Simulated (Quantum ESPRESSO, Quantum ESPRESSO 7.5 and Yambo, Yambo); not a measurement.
**Excitons of TePb (Fm-3m): kernels and approximations**

Aim: the absorption spectrum of TePb (Fm-3m) with electron-hole interaction, and what each part of the kernel does.

Calculated with Quantum ESPRESSO 7.5 and Yambo 5.3.0; PBE and many-body steps on it, plane waves.

## 1. The starting structure

The structure is cubic, space group Fm-3m (No. 225). Conventional cell: a = 6.462 Å, b = 6.462 Å, c = 6.462 Å, α = 90.00°, β = 90.00°, γ = 90.00°. Nearest to Te lie 6 Pb at 3.23 Å. Nearest to Pb lie 6 Te at 3.23 Å. Farther neighbours and most contacts between anions are not listed.

As a file:

```cif
data_structure
_symmetry_space_group_name_H-M 'P 1'
_symmetry_Int_Tables_number 1
_cell_length_a 4.5693
_cell_length_b 4.5693
_cell_length_c 4.5693
_cell_angle_alpha 60.000
_cell_angle_beta 60.000
_cell_angle_gamma 60.000
_cell_volume 67.46
loop_
_atom_site_label
_atom_site_type_symbol
_atom_site_fract_x
_atom_site_fract_y
_atom_site_fract_z
_atom_site_occupancy
Te1 Te 0.50000 0.50000 0.50000 1
Pb2 Pb 0.00000 0.00000 0.00000 1
```

The cell and positions come from the Crystallography Open Database and are kept as given unless a step says otherwise. Spin-orbit coupling is left out unless a step names it.

## 2. Empty states on the mesh, 4×4×4 mesh, 176 bands

This step: Quantum ESPRESSO 7.5; DFT, PBE, plane waves, norm-conserving pseudopotentials.

The sums over transitions need many empty states on a uniform mesh; this step solves for them.

File pw.in:

```
&control
  calculation = 'nscf'
  prefix = 'x'
  outdir = 'o'
  pseudo_dir = 'pseudo'
/
&system
  ibrav = 0
  nat = 2
  ntyp = 2
  ecutwfc = 88.0
  nbnd = 176
  force_symmorphic = .true.
/
&electrons
  conv_thr = 1e-9
  electron_maxstep = 80
  diago_full_acc = .true.
  diago_thr_init = 5e-6
/
ATOMIC_SPECIES
  Te 127.6 Te.upf
  Pb 207.2 Pb.upf
CELL_PARAMETERS angstrom
  -0.0000000000 3.2310000000 3.2310000000
  3.2310000000 0.0000000000 3.2310000000
  3.2310000000 3.2310000000 0.0000000000
ATOMIC_POSITIONS crystal
  Te 0.5000000000 0.5000000000 0.5000000000
  Pb 0.0000000000 0.0000000000 0.0000000000
K_POINTS automatic
  4 4 4 0 0 0
```

On the command line:

```
$ OMP_NUM_THREADS=1 mpirun -n 4 pw.x -nk 4 -in pw.in > pw.out
```

The program printed:

```text
Program PWSCF v.7.5 starts

     This program is part of the open-source Quantum ESPRESSO suite
     for quantum simulation of materials; please cite
         "P. Giannozzi et al., J. Phys.:Condens. Matter 21 395502 (2009);
         "P. Giannozzi et al., J. Phys.:Condens. Matter 29 465901 (2017);
         "P. Giannozzi et al., J. Chem. Phys. 152 154105 (2020);
     in publications or presentations arising from this work. More details at

     Atomic positions and unit cell read from directory:
     o/x.save/

     Message from routine setup:
[...]
-148.2927-129.0558 -98.3157 -98.3157 -98.3157 -70.7414 -70.7414 -70.7414
[...]
[... 10 further rows ...]
    93.2019  94.6147  94.9417  95.2681  95.7533  95.7533  96.9686  96.9686
    96.9991  98.3381  98.3381  98.4532  98.6852  98.6852  98.6875  99.2351

          k = 0.3536 0.0000 0.0000 (  6374 PWs)   bands (ev):

     [... further k-points ...]

     highest occupied, lowest unoccupied level (ev):    10.5849   11.3227

     XML data file, pseudopotentials, collected wavefunctions

=------------------------------------------------------------------------------=
   JOB DONE.
=------------------------------------------------------------------------------=
```

Elapsed: 12 s, on 4 MPI ranks of Intel Xeon 6975P-C (Granite Rapids), shared host; peak memory 0.66 GiB; 49 s of CPU time.

This step gave:

| Item | Value |
| --- | --- |
| gap | 0.7378 eV |
| k of the valence top | 0, 0, -0.5 |
| k of the conduction bottom | 0, 0, -0.5 |
| least direct gap | 0.7378 eV |
| k points computed | 8 |
| lowest point of the top converged band, above the valence top | 86.9015 eV |

On this mesh the gap is 0.738 eV.

The density comes from a self-consistent run that is not shown.

## 3. Conversion and set-up

This step: Yambo 5.3.0; conversion and set-up on PBE, plane waves, norm-conserving pseudopotentials.

The states are converted to the many-body program's format and the q mesh is built.

On the command line:

```
$ (cd o/x.save; p2y > p2y.log; mv SAVE ../..); yambo > setup.log
```

The program printed:

```text
 Yambo, version 5.3.0

 [02] CORE Variables Setup
 =========================

  [02.01] Unit cells
  ==================

  Cell kind             :  FCC
  Atoms in the cell     :  Te  Pb
  number of Te atoms    :  1
  number of Pb atoms    :  1

  List of atomic masses
  Mass of Te    :  127.6000
  Mass of Pb    :  207.2000

  List of atomic coordinates    : [cc]
  Te1       :  6.105705  6.105705  6.105705  order 1
  Pb1       :  0.000000  0.000000  0.000000  order 2

  Alat factors          :  6.105705  6.105705  6.105705 [a.u.]
  Direct lattice volume :  455.2369 [a.u.]
[...]
==========================================

 IBZ Q-points                                      :   8
 BZ  Q-points                                      :   64

 K/Q-points units:
 rlu = crystal or reduced units; cc = cartesian coordinates; iku = interal k-units

 Q [1]          [rlu]:  0.000000  0.000000  0.000000
 Q [2]          [rlu]:  0.12654E-17  0.12654E-17  0.25000
 Q [3]          [rlu]: -0.25308E-17 -0.25308E-17 -0.50000
[...]
Q [7]          [rlu]:  0.14476E-16 -0.50000     -0.50000
 Q [8]          [rlu]:  0.250000 -0.500000 -0.250000

  [03.01] X indexes
  =================

   [03.01.01] Sigma indexes
   ========================

 [06] Game Over & Game summary
```

Run time: 2.9 s. Hardware: 1 MPI rank; peak memory 0.26 GiB.

## 4. Screening and self-energy, 4×4×4 mesh, 176 bands, screening to 197.3 eV

Now the one-shot GW correction: screening in the RPA, then the self-energy of the levels asked for.

This step: G0W0 on PBE, plane waves, norm-conserving pseudopotentials.

File gw1.in:

```
HF_and_locXC
gw0
dyson
ppa
em1d
rim_cut
RandQpts= 1000000
RandGvec= 1 RL
EXXRLvcs= 88 Ry
VXCRLvcs= 352 Ry
Chimod= "HARTREE"
% BndsRnXp
 1 | 176 |
%
NGsBlkXp= 14.5 Ry
% LongDrXp
 1 | 1 | 1 |
%
% GbndRnge
 1 | 176 |
%
DysSolver= "n"
ExtendOut
PPAPntXp= 27.21138 eV
% QPkrange
 1 | 8 | 21 | 29 |
%
```

On the command line:

```
$ OMP_NUM_THREADS=1 mpirun -n 4 yambo -F gw1.in -J gw1 -C gw1 > gw1.log
```

The program printed:

```text
 Yambo, version 5.3.0

 [02] CORE Variables Setup
 =========================

  [... cell, symmetries and grids as in the set-up ...]

  [02.05] Energies & Occupations
  ==============================

  [X] === General ===
  [X] Electronic Temperature                        :  0.000000  0.000000 [eV K]
  [X] Bosonic    Temperature                        :  0.000000  0.000000 [eV K]
  [X] Finite Temperature mode                       : no
  [X] El. density                                   :  0.68189E+24 [cm-3]
[...]
Sx RL components                                 :   6423

   QP @ state[ 1 ] K range                          :   1   8
   QP @ state[ 1 ] b range                          :  21  29
   GF energies kind                                 : Perdew, Burke & Ernzerhof(X)+Perdew, Burke & Ernzerhof(C)
   GF WF`s kind                                     : Perdew, Burke & Ernzerhof(X)+Perdew, Burke & Ernzerhof(C)
   Xs energies kind                                 : Perdew, Burke & Ernzerhof(X)+Perdew, Burke & Ernzerhof(C)
   Xs WF`s kind                                     : Perdew, Burke & Ernzerhof(X)+Perdew, Burke & Ernzerhof(C)

 [11] Game Over & Game summary
```

Elapsed: 22 min, on 4 MPI ranks; peak memory 2.6 GiB; 88 min of CPU time.

Numbers from this step:

| Quantity | Value |
| --- | --- |
| G0W0 gap on the mesh | 0.9031 eV |
| starting gap on the mesh | 0.7378 eV |
| k of the valence top | 0, 0, -0.5 |
| k of the conduction bottom | 0, 0, -0.5 |
| least direct G0W0 gap on the computed points | 0.9031 eV |

The gap on the mesh goes from 0.74 eV to 0.90 eV, a correction of +0.17 eV.

The gap opens by 0.165 eV; the next steps shift the empty bands rigidly by 0.165 eV.

## 5. Excitons

Optical absorption needs the electron-hole interaction, solved here in a basis of vertical transitions on the mesh.

This step: Bethe-Salpeter equation on PBE with a scissors shift, plane waves, norm-conserving pseudopotentials.

File bse3.in:

```
optics
bss
bse
em1s
dipoles
rim_cut
RandQpts= 1000000
RandGvec= 1 RL
Chimod= "HARTREE"
BSKmod= "SEX"
BSEmod= "resonant"
BSSmod= "d"
BSENGexx= 30 Ry
BSENGBlk= 6 Ry
% BSEQptR
 1 | 1 |
%
% BSEBands
 21 | 30 |
%
% BEnRange
 0 | 6 | eV
%
% BDmRange
 0.1 | 0.1 | eV
%
BEnSteps= 121
% BLongDir
 1 | 0 | 0 |
%
% BndsRnXs
 1 | 94 |
%
NGsBlkXs= 6 Ry
% LongDrXs
 1 | 1 | 1 |
%
% KfnQP_E
 0.165 | 1.0 | 1.0 |
%
WRbsWF
```

On the command line:

```
$ OMP_NUM_THREADS=1 mpirun -n 4 yambo -F bse3.in -J bse3 -C bse3 > bse3.log
```

The program printed:

```text
 Yambo, version 5.3.0

 [02] CORE Variables Setup
 =========================

  [... cell, symmetries and grids as in the set-up ...]

  [02.05] Energies & Occupations
  ==============================

  [X] === General ===
  [X] Electronic Temperature                        :  0.000000  0.000000 [eV K]
  [X] Bosonic    Temperature                        :  0.000000  0.000000 [eV K]
  [X] Finite Temperature mode                       : no
  [X] El. density                                   :  0.68189E+24 [cm-3]
  [X] Fermi Level                                   :  10.58492 [eV]

  [X] === Gaps and Widths ===
  [X] Conduction Band Min                           :  0.737770 [eV]
  [X] Valence Band Max                              :  0.000000 [eV]
  [X] Filled Bands                                  :  23
  [X] Empty Bands                                   :   24  176
  [X] Direct Gap                                    :  0.737770 [eV]
  [X] Direct Gap localized at k                     :  3
  [X] Indirect Gap                                  :  0.737770 [eV]
  [X] Indirect Gap between kpts                     :  3  3
  [X] Last valence band width                       :  2.797112 [eV]
  [X] 1st conduction band width                     :  3.341498 [eV]

 [03] Transferred momenta grid and indexing
 ==========================================

 [BZ sampling] Q-grid is User defined and/or read from the database

 IBZ Q-points                                      :   8
 BZ  Q-points                                      :   64

 K/Q-points units:
 rlu = crystal or reduced units; cc = cartesian coordinates; iku = interal k-units

 Q [1]          [rlu]:  0.000000  0.000000  0.000000
 Q [2]          [rlu]:  0.12654E-17  0.12654E-17  0.25000
 Q [3]          [rlu]: -0.25308E-17 -0.25308E-17 -0.50000
 Q [4]          [rlu]: -0.72382E-17  0.25000      0.25000
 Q [5]          [rlu]:  0.96551E-17  0.25000      0.50000
 Q [6]          [rlu]: -0.25308E-17  0.25000     -0.25000
 Q [7]          [rlu]:  0.14476E-16 -0.50000     -0.50000
 Q [8]          [rlu]:  0.250000 -0.500000 -0.250000

  [03.01] X + BSE indexes
  =======================

   [03.01.01] Sigma indexes
   ========================

 [04] Coloumb potential Random Integration (RIM)
 ===============================================

  [04.01] RIM initialization
  ==========================

  * Diagonal components only detected *

  8 x (sBL volume)        :  0.068110 [a.u.]
  sBZ random points       :  1000000
  Points outside the sBZ  :   7987327
  RL volume               :  0.544882 [a.u.]
  Integrated volume       :  0.545746 [a.u.]

  [04.02] RIM integrals
  =====================

  Gamma point sphere radius             :  0.074078 [a.u.]
  Points outside the sphere             :   799513
  [Int_sBZ(q=0) 1/q^2]*(Vol_sBZ)^(-1/3) =:  7.764325
                                 should be <:  7.795600

  Summary of Coulomb integrals for non-metallic bands |Q|[au] RIM/Bare

  Q [1] 0.100000E-4 0.995988 * Q [2] 0.222800 1.066458
  Q [4] 0.257267 1.065091 * Q [6] 0.363830 1.027253
  Q [5] 0.426629 1.020682 * Q [3] 0.445599 1.017918
  Q [7] 0.514534 1.014689 * Q [8] 0.575266 1.011759

 [WARNING] [Xs] User bands 1-94 break level degeneracy

 [05] External/Internal QP corrections
 =====================================

 [QP_apply] Action to be applied: USER defined scissor

  [05.01]  QP corrections report
  ==============================

  [K+QP] === General ===
  [K+QP] Electronic Temperature                     :  0.000000  0.000000 [eV K]
  [K+QP] Bosonic    Temperature                     :  0.000000  0.000000 [eV K]
  [K+QP] Finite Temperature mode                    : no
  [K+QP] El. density                                :  0.68189E+24 [cm-3]
  [K+QP] Fermi Level                                :  0.000000 [eV]

  [K+QP] === Gaps and Widths ===
  [K+QP] Conduction Band Min                        :  0.902770 [eV]
  [K+QP] Valence Band Max                           :  0.000000 [eV]
  [K+QP] Filled Bands                               :  23
  [K+QP] Empty Bands                                :   24  176
  [K+QP] Direct Gap                                 :  0.902770 [eV]
  [K+QP] Direct Gap localized at k                  :  3
  [K+QP] Indirect Gap                               :  0.902770 [eV]
  [K+QP] Indirect Gap between kpts                  :  3  3
  [K+QP] Last valence band width                    :  2.797112 [eV]
  [K+QP] 1st conduction band width                  :  3.341498 [eV]

  [coarse-grid] Minimum Bare Gap        [ev]:  0.737770
  [coarse-grid] Minimum Gap Correction  [ev]:  0.165000

  Eqp @ K [1]
  -158.8776 -139.6408 -108.9006 -108.9006 -108.9006  -81.3263  -81.3263  -81.3263
  -36.16511 -36.16511 -36.16002 -36.16002 -36.16002 -16.72790 -16.72790 -16.71958
  -16.71958 -16.71958 -12.02017  -5.60319  -1.34558  -1.34558  -1.34558   4.24427
   4.244268  4.244268  5.990398  5.990398  5.990398  7.535795  7.768666  8.224417
    8.22442  18.38126  18.38126  18.38126  19.65709  19.65709  19.65709  21.72276
   21.72276  21.72276  22.35223  22.35223  23.53602  23.53602  23.53602  25.67024
  Eqp @ K [2]
[...]
Eqp @ K [3]
[...]
Eqp @ K [4]
[...]
Eqp @ K [5]
[...]
[... 2 further k-points ...]
  Eqp @ K [8]
[...]
5.39554   5.39554   7.01955   7.01955  11.35292  11.35842  12.01675  12.08767
   12.08767  14.60821  15.86368  16.86403  16.87508  16.87508  17.64363  17.93536
   18.79885  19.13386  19.13386  19.39654  20.83751  20.83751  23.28531  23.28531

 [06] Dipoles
 ============

  [06.01] Setup: observables and procedures
  =========================================

  [WARNING] [x,Vnl] slows the Dipoles computation. To neglect it rename the ns.kb_pp file

  [WARNING] [r,Vnl^pseudo] included in position and velocity dipoles.

  [WARNING] In case H contains other non local terms, these are neglected

 [07] Static Dielectric Matrix
 =============================

 [WR./bse3//ndb.em1s]------------------------------------------------------------
  Brillouin Zone Q/K grids (IBZ/BZ)                :    8   64    8   64
  RL vectors                                       :   7631 [WF]
  Coulomb cutoff potential                         : none
  Electronic Temperature                           :  0.000000 [K]
  Bosonic    Temperature                           :  0.000000 [K]
  Static diel. fun.  energies                      : Perdew, Burke & Ernzerhof(X)+Perdew, Burke & Ernzerhof(C)
  wavefunctions                                    : Perdew, Burke & Ernzerhof(X)+Perdew, Burke & Ernzerhof(C)
  Global Gauge                                     : length
  X matrix size                                    :  137
  X band range                                     :    1   94
  X e/h energy range                               : -1.000000 -1.000000 [eV]
  X Time ordering                                  : T
  X Hxc Kernel                                     : HARTREE
  X Drude frequency                                :  0.000000  0.000000
  X poles                                          :  100.0000 [o/o]
  RL vectors in the sum                            :   7631
  [r,Vnl] included                                 : yes
  Field direction                                  :  0.577350E-5  0.577350E-5  0.577350E-5
  BZ energy Double Grid                            : no
  BZ energy DbGd points                            : 0
  BZ Q point size factor                           : -1.000000
  X Optical Averaged directions                    : none

 [08] Bethe Salpeter Equation driver
 ===================================

  [08.01] Bethe Salpeter Equation @q1
  ===================================

   [08.01.01] Transition pre-analysis @q1
   ======================================

   [08.01.02] Transition Groups build-up @q1
   =========================================

   [BSK] Transition groups (total):  16
   [BSK] Size (resonant):  1344
   [BSK]         (total):  1344
   [BSK] N. of matrices :  1

   [08.01.03] Loading Dipoles @q1
   ==============================

   [08.01.04] Independent Particles properties @q1
   ===============================================

   ==========================================================

   [BSE] Exchange components :  1291
   [BSE] Correlation components :   137   459

    [08.01.05.01] Screened interaction header I/O
    =============================================

    [08.01.05.02] Main kernel loop
    ==============================

    [08.01.05.03] Wave-Function Phases
    ==================================

    [BSE] WF phases found       :  49.53125 [o/o]

   [08.01.06] BSE solver(s) @q1
   ============================

   [08.01.07] Diago Solver @q1
   ===========================

 [11] Game Over & Game summary
```

Wall time 63 s (4 MPI ranks); peak memory 1.6 GiB; 4.1 min of CPU time.

Numbers from this step:

| Property | Result |
| --- | --- |
| transitions in the window | 1344 |
| direct gap of the transition levels | 0.9028 eV |
| lowest state | 0.8684 eV |
| first strong exciton (over a fiftieth of the strongest listed) | 0.8698 eV |
| binding of the lowest state below the direct gap | 0.03440 eV |
| Coulomb term of one mesh cell | 0.06606 eV |

The binding is 0.52 times the screened Coulomb term of one mesh cell (0.07 eV), so it is not shown settled.

The lowest state lies at 0.868 eV, 0.034 eV under the direct gap.

Lines within 3 meV are set at the lowest of them, and the highest group, which the list may cut short, is left out. Exciton lines, with heights relative to the strongest:

```csv
position (eV),lines merged,"strength, relative"
0.868,4,17
1.379,3,100
1.392,3,0.0
1.400,2,0.0
1.727,3,55
1.744,3,0.0
1.748,2,0.0
2.135,3,60
```

The ε₂ has structure finer than the step of the table below, so its rows give means over 0.2 eV, whole bins alone (the curve runs from 0 to 6 eV). Peaks (eV: height): BSE 1.40: 107, 1.70: 67.6, 2.15: 77.5; no electron-hole interaction 1.45: 96.7, 1.80: 58.1, 2.20: 70.0.

Field along x; broadening 0.1 eV; transition window only. Limits: finite bands, cutoff and mesh; mesh may overstate the screening; no spin-orbit coupling; exciton not shown settled in the k mesh. ε₂ against photon energy; means over each step:

```csv
photon energy (eV),BSE,no electron-hole interaction
0.2,1.71,1.39
0.4,2.61,2.03
0.6,5.07,3.60
0.8,16.0,10.7
1.0,16.9,13.9
1.2,34.5,19.4
1.4,87.3,72.3
1.6,50.1,46.1
1.8,50.9,48.7
2.0,41.3,29.9
2.2,65.4,61.7
2.4,37.2,51.4
2.6,21.1,38.2
2.8,17.8,21.8
3.0,14.9,25.5
3.2,9.30,13.3
3.4,7.45,10.5
3.6,4.57,7.11
3.8,6.24,8.79
4.0,3.30,4.52
4.2,2.43,4.16
4.4,1.14,1.71
4.6,0.852,1.08
4.8,0.817,0.933
5.0,0.932,1.02
5.2,1.77,1.70
5.4,4.47,4.99
5.6,2.81,4.53
5.8,2.58,3.07
```

(Continued in part 2 of 3.)

[Paths, hosts, dates, memory and timing lines, banners, echoed tables and standing remarks are left out of the program output.]

[Logs are printed without paths, hosts, clocks, repeated set-up lines and the standing remarks that a program may print on its own settings, such as how far it seeks lower states.]

[Runs of the session that timed out or met a known fault of the program may be left out.]

[Hosts, paths, dates, database ids (printed as entryN), source tags and the programs' standing remarks are cut or masked in the printed files.]
